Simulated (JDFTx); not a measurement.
# K under changes of volume

One of the cells (78.519 Å³/atom); the others are scaled copies at fixed shape and fractional positions:

```
K
1.0
    -2.69756    2.69756    2.69756
     2.69756   -2.69756    2.69756
     2.69756    2.69756   -2.69756
K
1
Direct
  0.00000 0.00000 0.00000
```

```yaml
Program: JDFTx 1.7.0 (patched build)
Functional: RPBE
Potentials_or_basis: PseudoDojo-SR-PBE-0.5-standard with smoothed tails
Cutoff: 1007 eV
Density_cutoff: 4027 eV
k_mesh: 7 × 7 × 7
Occupations: fermi-dirac, width 0.05 eV
Spin: no spin polarisation
```

```tsv
volume (Å³/atom)	energy over the lowest point (meV/atom)	pressure (GPa)
73.807	5.92	0.3
75.378	?	?
76.948	1.41	0.1
78.519	0.36	0.1
80.089	0.00	0.0
81.659	0.25	-0.1
83.230	1.05	-0.1
```

Task: What does the run at 75.378 Å³/atom give?

Result: Energy over the lowest point 3.34 meV/atom; pressure 0.2 GPa.

Worked out: A Birch-Murnaghan fit of order 3 (a polynomial in V^(-2/3)) to the other rows has its minimum at 80.20 Å³/atom with B0 = V·E''(V) = 3.2 GPa and B' = 4.9. It gives 3.23 meV/atom at 75.378 Å³/atom, against the run's 3.34, and -dE/dV = 0.2 GPa, against 0.2.

Energies are extrapolated to zero smearing.

Caveats: the potentials were made for another functional, which shifts forces and pressure.
